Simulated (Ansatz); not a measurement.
Crystal: Ta2N.

```
Ta N
1.0
     3.11286    0.00000    0.00000
    -1.55643    2.69582    0.00000
     0.00000    0.00000    4.86984
Ta N
2 1
Direct
  0.33333 0.66667 0.25471
  0.66667 0.33333 0.74529
  0.00000 0.00000 0.00000
```

The cell comes from a database or a generator and needn't be the stable form of this composition.

Base run:

* Program: Ansatz 0.2.0
* Functional: r2SCAN
* Potentials or basis: Ansatz PAW
* Cutoff: 500 eV
* Density cutoff: 2000 eV
* k mesh: 10 × 10 × 6
* Occupations: fermi-dirac, width 0.05 eV
* Spin: no spin polarisation

Its results: band gap on the k mesh none (metal or under the smearing width); pressure -5.3 GPa; largest force 0.102 eV/Å.

**Question.** After a change of settings the same cell gave: band gap on the k mesh none (metal or under the smearing width); pressure -14.5 GPa; largest force 0.445 eV/Å. Which change was it?
A. functional from r2SCAN to PBEsol; cutoff from 500 eV to 420 eV; density cutoff from 2000 eV to 1680 eV; occupations from fermi-dirac, width 0.05 eV to gaussian, width 0.02 eV
B. functional from r2SCAN to revPBE; cutoff from 500 eV to 420 eV; density cutoff from 2000 eV to 1680 eV
C. functional from r2SCAN to BLYP; cutoff from 500 eV to 420 eV; density cutoff from 2000 eV to 1680 eV
D. functional from r2SCAN to LDA; cutoff from 500 eV to 420 eV; density cutoff from 2000 eV to 1680 eV

**Answer.** D.

Caveats: the PAW data sets come from PBE, with cores solved anew for the run's functional, which leaves a small shift of forces and pressure.

Not every run made on this cell is shown here.
